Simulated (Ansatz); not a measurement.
# Br: the cost of one run

Method: DFT PBE, scalar-relativistic, plane waves, PAW, in Ansatz 0.2.0.

1 further run of the same task is left out (it didn't finish).

## Step 1: The system as given

It takes space group Pm-3m (No. 221, cubic). The conventional cell has a = 4.598 Å, b = 4.598 Å, c = 4.598 Å, α = 90.00°, β = 90.00°, γ = 90.00°. Around Br (site symmetry 4/mmm) lie 8 Br at 3.25 Å.

As a file:

```cif
data_structure
_symmetry_space_group_name_H-M 'Pm-3m'
_symmetry_Int_Tables_number 221
_cell_length_a 4.5976
_cell_length_b 4.5976
_cell_length_c 4.5976
_cell_angle_alpha 90.000
_cell_angle_beta 90.000
_cell_angle_gamma 90.000
_cell_volume 97.19
loop_
_atom_site_label
_atom_site_type_symbol
_atom_site_symmetry_multiplicity
_atom_site_Wyckoff_symbol
_atom_site_fract_x
_atom_site_fract_y
_atom_site_fract_z
_atom_site_occupancy
Br1 Br 3 d 0.50000 0.00000 0.00000 1
```

The structure comes from the Materials Project (structure only).

## Step 2: A distortion that keeps the symmetry

Against the listed cell: strain xx, yy, zz, yz, xz, xy = +1.6, +1.6, +1.6, +0.0, +0.0, +0.0 %.

Contents of input.yaml:

```yaml
crystal:
  lattice:
    - [4.6691796677, 0.0, 0.0]
    - [0.0, 4.6691796677, 0.0]
    - [0.0, 0.0, 4.6691796677]
  atoms:
    - { symbol: Br, position: [0.5, 0.0, 0.0], spin: 1.0 }
    - { symbol: Br, position: [0.0, 0.5, 0.0], spin: 1.0 }
    - { symbol: Br, position: [0.0, 0.0, 0.5], spin: 1.0 }
basis:
  ecutwfc: 420
kpoints:
  mp_grid: { grid: [10, 10, 10] }
hamiltonian:
  xc: pbe
scf:
  occupations: { method: gaussian, width: 0.1 }
output:
  forces: true
  stress: true
  eigenvalues: true
  populations: true
magnetization:
  spin_polarized: true
```

Run with:

```
$ ansatz run input.yaml --threads 1 --pin off --max-ram 2560MiB --backend cpu --events-out ev --progress --plain --runs-dir out
```

**Question.** How long does this run take on 1 thread of an x86-64 CPU, shared host, and how much memory does it need?

About 27 s, with a peak of 0.44 GiB.
